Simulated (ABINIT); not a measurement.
**LiF (Griceite): G0W0 in ABINIT against the exchange cutoff**

How does the gap of LiF (Griceite) converge in the exchange cutoff?

Program: ABINIT 10.8.3. Level of theory: LDA and many-body steps on it, plane waves. Results are calculated unless marked as measured.

Report form: the programs' logs are mostly left out.

**1. The starting structure**

The structure is cubic, space group Fm-3m (No. 225). Conventional cell: a = 4.028 Å, b = 4.028 Å, c = 4.028 Å, α = 90.00°, β = 90.00°, γ = 90.00°. Li has 6 F at 2.01 Å nearest. F has 6 Li at 2.01 Å nearest. Farther neighbours and most contacts between anions are not listed.

The cell and positions come from the Crystallography Open Database and are kept as given unless a step says otherwise.

**2. Screening, 6×6×6 mesh, 17 bands, screening to 130.6 eV**

This step: ABINIT 10.8.3; RPA screening on LDA, plane waves, norm-conserving pseudopotentials.

The RPA dielectric matrix is built and inverted for each q.

The input, run.abi:

```
acell 3*1.0 Angstrom
rprim 
  0.000000000000 2.014000000000 2.014000000000
  2.014000000000 0.000000000000 2.014000000000
  2.014000000000 2.014000000000 -0.000000000000
ntypat 2
znucl 3 9
natom 2
typat 1 2
xred 
  0.000000000000 0.000000000000 0.000000000000
  0.500000000000 0.500000000000 0.500000000000
pp_dirpath "pseudos"
pseudos "Li.upf, F.upf"
ecut 36
ngkpt 6 6 6
nshiftk 1
shiftk 0 0 0
kptopt 1
chksymbreak 0
istwfk *1
occopt 1
irdwfk 1
optdriver 3
nband 17
ecuteps 4.8
inclvkb 2
awtr 1
symchi 1
indata_prefix "in"
outdata_prefix "out"
tmpdata_prefix "tmp"
```

Started as:

```sh
OMP_NUM_THREADS=1 mpirun -n 4 abinit run.abi > log
```

The job ended after 3.9 s (4 MPI ranks of Arm Neoverse V1, shared host; peak memory 0.35 GiB; 15 s of CPU time).

Numbers from this step:

```yaml
eps_infinity_with_local_fields_on_this_mesh_along_the_program_s_q_direction: 2.008
the_same_without_local_fields: 2.087
plasma_frequency: 29.05 eV
plane_waves_in_the_screening_matrix: 59
```

Local fields lower ε∞ by 4 %.

**3. 3.6 Ha**

This step: G0W0 on LDA, plane waves, norm-conserving pseudopotentials.

run.abi: that of step 2 with these lines changed.

```diff
@@ -23,8 +23,15 @@
 irdwfk 1
-optdriver 3
+optdriver 4
 nband 17
+gwcalctyp 0
+ecutsigx 3.6
+symsigma 1
+nkptgw 1
+kptgw 
+  0.0000000000 0.0000000000 0.0000000000
+bdgw 
+  3 9
 ecuteps 4.8
-inclvkb 2
-awtr 1
-symchi 1
+irdscr 1
+ppmodel 1
 indata_prefix "in"
```

The job ended after 1.9 s (4 MPI ranks; peak memory 0.09 GiB).

This step gave:

| Property | Result |
| --- | --- |
| G0W0 gap on the points computed | 11.58 eV |
| starting gap on the mesh | 8.864 eV |
| k of the valence top | 0, 0, 0 |
| k of the conduction bottom | 0, 0, 0 |
| Z at the valence top | 0.842 |
| Z at the conduction bottom | 0.894 |
| least direct G0W0 gap on the computed points | 11.58 eV |

**4. 7.2 Ha**

run.abi: that of step 3 with these lines changed.

```diff
@@ -26,3 +26,3 @@
 gwcalctyp 0
-ecutsigx 3.6
+ecutsigx 7.2
 symsigma 1
```

Run time: 2 s. Hardware: 4 MPI ranks; peak memory 0.09 GiB.

This step gave:

```
G0W0 gap on the points computed              : 12.78 eV
starting gap on the mesh                     : 8.864 eV
k of the valence top                         : 0, 0, 0
k of the conduction bottom                   : 0, 0, 0
Z at the valence top                         : 0.826
Z at the conduction bottom                   : 0.891
least direct G0W0 gap on the computed points : 12.78 eV
```

**5. 14.4 Ha**

The self-energy is evaluated for the states that the input lists, and the levels follow from it, in one-shot runs by the linearised quasiparticle equation.

run.abi: that of step 4 with these lines changed.

```diff
@@ -26,3 +26,3 @@
 gwcalctyp 0
-ecutsigx 7.2
+ecutsigx 14.4
 symsigma 1
```

Wall time 2 s (4 MPI ranks); peak memory 0.09 GiB.

Numbers from this step:

```
G0W0 gap on the points computed              : 13.34 eV
starting gap on the mesh                     : 8.864 eV
k of the valence top                         : 0, 0, 0
k of the conduction bottom                   : 0, 0, 0
least direct G0W0 gap on the computed points : 13.34 eV
```

The gap on the mesh goes from 8.86 eV to 13.34 eV, a correction of +4.47 eV.

**6. 25.2 Ha**

run.abi: that of step 5 with these lines changed.

```diff
@@ -26,3 +26,3 @@
 gwcalctyp 0
-ecutsigx 14.4
+ecutsigx 25.2
 symsigma 1
```

Wall time 2.1 s (4 MPI ranks); peak memory 0.1 GiB; 8 s of CPU time.

This step gave:

```
G0W0 gap on the points computed              : 13.58 eV
starting gap on the mesh                     : 8.864 eV
k of the valence top                         : 0, 0, 0
k of the conduction bottom                   : 0, 0, 0
least direct G0W0 gap on the computed points : 13.58 eV
```

Against the run before, the gap moves by +0.245 eV.

**7. 36 Ha**

run.abi: that of step 6 with these lines changed.

```diff
@@ -26,3 +26,3 @@
 gwcalctyp 0
-ecutsigx 25.2
+ecutsigx 36
 symsigma 1
```

Wall time 2.1 s (4 MPI ranks); peak memory 0.12 GiB; 8.1 s of CPU time.

This step gave:

```yaml
g0w0_gap_on_the_points_computed: 13.63 eV
starting_gap_on_the_mesh: 8.864 eV
k_of_the_valence_top: 0, 0, 0
k_of_the_conduction_bottom: 0, 0, 0
least_direct_g0w0_gap_on_the_computed_points: 13.63 eV
```

Against the run before, the gap moves by +0.047 eV.

**8. Side by side**

Times are wall times on 4 MPI ranks of Arm Neoverse V1, shared host, good to a factor of about two. A run's time includes the screening step that it read.

```csv
run,mesh,bands,screening cutoff (eV),DFT gap (eV),gap on the mesh (eV),direct (eV),ε∞ used,time
3.6 Ha,6×6×6,17,130.6,8.864,11.575,11.575,2.01,5.8 s
7.2 Ha,6×6×6,17,130.6,8.864,12.782,12.782,2.01,6 s
14.4 Ha,6×6×6,17,130.6,8.864,13.337,13.337,2.01,6 s
25.2 Ha,6×6×6,17,130.6,8.864,13.582,13.582,2.01,6 s
36 Ha,6×6×6,17,130.6,8.864,13.629,13.629,2.01,6 s
```

**9. What came out**

| Property | Result |
| --- | --- |
| 3.6 Ha | 11.575 eV |
| 7.2 Ha | 12.782 eV |
| 14.4 Ha | 13.337 eV |
| 25.2 Ha | 13.582 eV |
| 36 Ha | 13.629 eV |
| known limits | not at the basis limit |

What this shows: The setting moved: exchange cutoff. From 3.6 Ha to 36 Ha the gap moves by +2.05 eV. The last step still moves it by +0.047 eV. Bands and screening cutoff are coupled, so a series along one setting does not show full convergence. Below the screening cutoff the correlation part is cut too. Bands and cutoff are finite, so the gap is not at the basis limit. The miss can reach some tenths of an eV and take either sign; the mesh is an error of its own. In the G0W0 runs levels were corrected at 1 k point alone, so a gap called «on the mesh» is the least over those, and an edge elsewhere would be missed.

[Paths, hosts, dates, memory and timing lines, banners, echoed tables and standing remarks are left out of the program output.]

[Logs are printed without paths, hosts, clocks, repeated set-up lines and the standing remarks that a program may print on its own settings, such as how far it seeks lower states.]

[Runs of the session that timed out or met a known fault of the program may be left out.]

[Hosts, paths, dates, database ids (printed as entryN), source tags and the programs' standing remarks are cut or masked in the printed files.]

[G0W0 gaps are taken among the corrected bands and points alone; a level outside them can change the order at an edge.]

[Where Ansatz stands beside ABINIT at settings called matched, ABINIT's density can come from a denser mesh and the files from another edition; pairs whose starting gaps differed by over 0.03 eV were left out, so agreement reads better than it is.]
